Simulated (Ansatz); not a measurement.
# CdS: the cost of one run

Method: DFT PBE, scalar-relativistic, plane waves, PAW, in Ansatz 0.2.0.

## (1) The starting structure

The structure is orthorhombic, space group Pmmn (No. 59). The conventional cell has a = 3.898 Å, b = 5.511 Å, c = 3.898 Å, α = 90.00°, β = 90.00°, γ = 90.00°. Cd (site symmetry mm2) has 6 S at 2.75 to 2.76 Å in its first shell of neighbours. Around S (site symmetry mm2) lie 6 Cd at 2.75 to 2.76 Å.

Structure file:

```
Cd S
1.0
     3.89844    0.00000    0.00000
     0.00000    5.51149    0.00000
     0.00000    0.00000    3.89810
Cd S
2 2
Direct
  0.50000 0.50000 0.74303
  0.00000 0.00000 0.25697
  0.50000 0.00000 0.75516
  0.00000 0.50000 0.24484
```

The start is a polymorph listed in a database, not an invented cell.

## (2) The guess as it stands, on a coarse mesh

The input, input.yaml:

```yaml
crystal:
  lattice:
    - [3.89843607, 0.0, 0.0]
    - [0.0, 5.51149178, 0.0]
    - [0.0, 0.0, 3.89810395]
  atoms:
    - { symbol: Cd, position: [0.5, 0.5, 0.74302601] }
    - { symbol: Cd, position: [0.0, 0.0, 0.25697399] }
    - { symbol: S, position: [0.5, 0.0, 0.75516302] }
    - { symbol: S, position: [0.0, 0.5, 0.24483698] }
basis:
  ecutwfc: 420
kpoints:
  mp_grid: { grid: [4, 4, 4] }
hamiltonian:
  xc: pbe
scf:
  occupations: { method: gaussian, width: 0.1 }
  lower_state_search: "off"
output:
  forces: true
  stress: true
  eigenvalues: true
```

Command:

```console
> ansatz run input.yaml --threads 1 --pin off --max-ram 2560MiB --backend cpu --events-out ev --progress --plain --runs-dir out
```

What time and memory should one allow on 1 thread of Intel Xeon Platinum 8488C (Sapphire Rapids), shared host?

About 2.5 s, with a peak of 0.4 GiB.
